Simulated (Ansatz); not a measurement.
# MnO: equation of state with PBE

The system is MnO.

```
CELL_PARAMETERS angstrom
0.00000 2.22391 2.22391
2.22391 0.00000 2.22391
2.22391 2.22391 0.00000
ATOMIC_POSITIONS crystal
Mn 0.00000 0.00000 0.00000
O 0.50000 0.50000 0.50000
```

The cell is a database's computed one.

```json
{
  "Program": "Ansatz 0.2.0",
  "Task": "equation of state",
  "Functional": "PBE",
  "Potentials or basis": "all-electron LAPW, scalar-relativistic",
  "Basis error allowed": "0.0005 eV/atom",
  "k mesh": "10 × 10 × 10",
  "Occupations": "fermi-dirac, width 0.05 eV",
  "Spin": "collinear spin, ferromagnetic start",
  "Starting moments": "[4.0, 0.0] μB"
}
```

```
Equilibrium volume : 11.00 Å³/atom (rough: see the caveat)
Bulk modulus       : 112 GPa (rough)
```

Energy against volume, from the lowest point:
```tsv
volume (Å³/atom)	energy (meV/atom)
10.339	13.66
10.559	6.35
10.779	1.81
10.999	0.00
11.219	1.73
11.439	6.67
11.659	14.08
```

All runs of the series together: 120 s on 2 threads of AMD EPYC 7R43 64-Core Processor (Zen 3), on a shared host.

Caveat: the fit is doubtful: noisy points or a state that changes with volume.
